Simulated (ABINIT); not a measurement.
# A GW run on KF (Carobbiite) in ABINIT, with inputs changed

Aim: change inputs of a GW run on KF (Carobbiite) and see what moves.

Main program and level: ABINIT 10.8.3; PBE and many-body steps on it, plane waves.

Report form: the programs' logs are mostly left out.

## 1. Set-up

It takes space group Fm-3m (No. 225, cubic). Conventional cell: a = 5.344 Å, b = 5.344 Å, c = 5.344 Å, α = 90.00°, β = 90.00°, γ = 90.00°. Nearest to K lie 6 F at 2.67 Å. F has 6 K at 2.67 Å nearest. Farther neighbours and most contacts between anions are not listed.

The cell and positions come from the Crystallography Open Database and are kept as given unless a step says otherwise.

## 2. Screening, 6×6×6 mesh, 167 bands, screening to 228.6 eV

This step: ABINIT 10.8.3; RPA screening on PBE, plane waves, norm-conserving pseudopotentials.

The RPA dielectric matrix is built and inverted for each q.

Contents of run.abi:

```
acell 3*1.0 Angstrom
rprim 
  -0.000000000000 2.671850000000 2.671850000000
  2.671850000000 -0.000000000000 2.671850000000
  2.671850000000 2.671850000000 0.000000000000
ntypat 2
znucl 19 9
natom 2
typat 1 2
xred 
  0.000000000000 0.000000000000 0.000000000000
  0.500000000000 0.500000000000 0.500000000000
pp_dirpath "pseudos"
pseudos "K.upf, F.upf"
ecut 36
ngkpt 6 6 6
nshiftk 1
shiftk 0 0 0
kptopt 1
chksymbreak 0
istwfk *1
occopt 1
irdwfk 1
optdriver 3
nband 167
ecuteps 8.4
inclvkb 2
awtr 1
symchi 1
indata_prefix "in"
outdata_prefix "out"
tmpdata_prefix "tmp"
```

Launch:

```sh
> OMP_NUM_THREADS=1 mpirun -n 4 abinit run.abi > log
```

Run time: 3.4 min. Hardware: 4 MPI ranks of Arm Neoverse V2, shared host; peak memory 1.9 GiB.

This step gave:

```yaml
eps_infinity_with_local_fields_on_this_mesh_along_the_program_s_q_direction: 1.894
the_same_without_local_fields: 2.106
plasma_frequency: 24.05 eV
plane_waves_in_the_screening_matrix: 307
```

Local fields lower ε∞ by 10 %.

## 3. Base

The self-energy is evaluated for the states that the input lists, and the levels follow from it, in one-shot runs by the linearised quasiparticle equation.

This step: G0W0 on PBE, plane waves, norm-conserving pseudopotentials.

Edit run.abi of step 2 so:

```diff
@@ -23,8 +23,15 @@
 irdwfk 1
-optdriver 3
+optdriver 4
 nband 167
+gwcalctyp 0
+ecutsigx 36
+symsigma 1
+nkptgw 1
+kptgw 
+  0.0000000000 0.0000000000 0.0000000000
+bdgw 
+  6 12
 ecuteps 8.4
-inclvkb 2
-awtr 1
-symchi 1
+irdscr 1
+ppmodel 1
 indata_prefix "in"
```

Run time: 20 s. Hardware: 4 MPI ranks; peak memory 1.9 GiB; 78 s of CPU time.

This step gave:

```yaml
g0w0_gap_on_the_points_computed: 9.63 eV
starting_gap_on_the_mesh: 6.199 eV
k_of_the_valence_top: 0, 0, 0
k_of_the_conduction_bottom: 0, 0, 0
z_at_the_valence_top: 0.806
z_at_the_conduction_bottom: 0.897
least_direct_g0w0_gap_on_the_computed_points: 9.63 eV
```

The gap on the mesh goes from 6.20 eV to 9.63 eV, a correction of +3.43 eV.

## 4. Coulomb singularity

Edit run.abi of step 3 so:

```diff
@@ -36,2 +36,3 @@
 ppmodel 1
+gw_icutcoul 7
 indata_prefix "in"
```

Wall time 20 s (4 MPI ranks); peak memory 1.9 GiB; 78 s of CPU time.

Numbers from this step:

- G0W0 gap on the points computed: 9.631 eV
- starting gap on the mesh: 6.199 eV
- k of the valence top: 0, 0, 0
- k of the conduction bottom: 0, 0, 0
- Z at the valence top: 0.806
- Z at the conduction bottom: 0.897
- least direct G0W0 gap on the computed points: 9.631 eV

Against G0W0 in ABINIT (6×6×6 mesh, 167 bands, screening to 228.6 eV, Godby-Needs plasmon pole), the gap moves by +0.001 eV.

## 5. The runs together

Times are wall times on 4 MPI ranks of Arm Neoverse V2, shared host, good to a factor of about two. A run's time includes the screening step that it read.

```
                run   mesh  bands  screening cutoff (eV)  DFT gap (eV)  gap on the mesh (eV)  direct (eV)  ε∞ used     time
               base  6×6×6    167                  228.6         6.199                 9.630        9.630     1.89  3.7 min
Coulomb singularity  6×6×6    167                  228.6         6.199                 9.631        9.631     1.89  3.7 min
```

## 6. Results

* base: 9.630 eV
* Coulomb singularity: 9.631 eV
* known limits: not at the basis limit

What this shows: Coulomb singularity: no change against base (keys changed: gw_icutcoul). Bands and cutoff are finite, so the gap is not at the basis limit. The miss can reach some tenths of an eV and take either sign; the mesh is an error of its own. In the G0W0 runs levels were corrected at 1 k point alone, so a gap called «on the mesh» is the least over those, and an edge elsewhere would be missed.

[Paths, hosts, dates, memory and timing lines, banners, echoed tables and standing remarks are left out of the program output.]

[Logs are printed without paths, hosts, clocks, repeated set-up lines and the standing remarks that a program may print on its own settings, such as how far it seeks lower states.]

[Runs of the session that timed out or met a known fault of the program may be left out.]

[Hosts, paths, dates, database ids (printed as entryN), source tags and the programs' standing remarks are cut or masked in the printed files.]

[G0W0 gaps are taken among the corrected bands and points alone; a level outside them can change the order at an edge.]

[Where Ansatz stands beside ABINIT at settings called matched, ABINIT's density can come from a denser mesh and the files from another edition; pairs whose starting gaps differed by over 0.03 eV were left out, so agreement reads better than it is.]
